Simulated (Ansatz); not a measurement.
Geometry optimisation in Ansatz: input, command and trajectory.

```yaml
crystal:
  lattice:
    - [2.113111309, -1.2200117517, -0.0106825483]
    - [2.113111309, 1.2200117517, -0.0106825483]
    - [-1.3874482251, 0.0, 3.3469197197]
  atoms:
    - { symbol: C, position: [0.8333715329, 0.8333715329, 0.0001140592] }
    - { symbol: C, position: [0.1666284671, 0.1666284671, 0.9998859408] }
basis:
  ecutwfc: 420
kpoints:
  mp_grid: { grid: [14, 14, 8] }
hamiltonian:
  xc: pbe
  dispersion: d3bj
scf:
  occupations: { method: gaussian, width: 0.02 }
output:
  forces: true
  stress: true
  eigenvalues: true
relax:
  adjacent_minimum: "off"
  f_tol: 0.01
  max_steps: 30
  cell: { stress_tol: 0.1, fix: [volume] }
```

```bash
ansatz run input.yaml --threads 1 --pin off --max-ram 2560MiB --backend cpu --events-out ev --progress --plain --runs-dir out
```

Theory: DFT PBE+D3(BJ), scalar-relativistic, plane waves, PAW (Ansatz).

The volume is held at 0.97 times that of the relaxed cell.

Of 6 frames 5 are shown, positions in Å and forces in eV/Å; the SCF threshold varies from step to step. Steps run on the plane waves of an earlier cell, with a Pulay correction in the pressure. The basis is chosen afresh for the last frame, the zero of the energies, and at times for earlier ones too; energy and pressure step there, also at an unchanged geometry.

```xyz
2
Lattice="2.1131 -1.2200 -0.0107 2.1131 1.2200 -0.0107 -1.3874 0.0000 3.3469" Properties=species:S:1:pos:R:3:forces:R:3 pbc="T T T" step=1 free_energy_over_end_meV_per_atom=6.85 pressure_GPa=9.49
C     3.5219    0.0000   -0.0174    0.0000    0.0000    0.0008
C    -0.6831    0.0000    3.3430    0.0000    0.0000   -0.0008
2
Lattice="2.1274 -1.2282 -0.0109 2.1274 1.2282 -0.0109 -1.3974 0.0000 3.3025" Properties=species:S:1:pos:R:3:forces:R:3 pbc="T T T" step=2 free_energy_over_end_meV_per_atom=0.50 pressure_GPa=3.37
C     3.5456    0.0000   -0.0178   -0.0002    0.0000    0.0044
C    -0.6883    0.0000    3.2985    0.0002    0.0000   -0.0044
2
Lattice="2.1325 -1.2312 -0.0112 2.1325 1.2312 -0.0112 -1.4013 0.0000 3.2870" Properties=species:S:1:pos:R:3:forces:R:3 pbc="T T T" step=3 free_energy_over_end_meV_per_atom=0.01 pressure_GPa=1.25
C     3.5541    0.0000   -0.0181   -0.0002    0.0000   -0.0011
C    -0.6905    0.0000    3.2826    0.0002    0.0000    0.0011
2
Lattice="2.1325 -1.2312 -0.0112 2.1325 1.2312 -0.0112 -1.4013 0.0000 3.2870" Properties=species:S:1:pos:R:3:forces:R:3 pbc="T T T" step=4 free_energy_over_end_meV_per_atom=0.00 pressure_GPa=1.25
C     3.5541    0.0000   -0.0181   -0.0003    0.0000   -0.0013
C    -0.6905    0.0000    3.2826    0.0003    0.0000    0.0013
2
Lattice="2.1328 -1.2314 -0.0114 2.1328 1.2314 -0.0114 -1.4018 0.0000 3.2861" Properties=species:S:1:pos:R:3:forces:R:3 pbc="T T T" step=6 free_energy_over_end_meV_per_atom=0.00 pressure_GPa=1.12
C     3.5546    0.0000   -0.0185   -0.0001    0.0000    0.0004
C    -0.6909    0.0000    3.2818    0.0001    0.0000   -0.0004
```

It took 23 s on 1 thread of Arm Neoverse V2 (shared host), peak memory 0.35 GiB.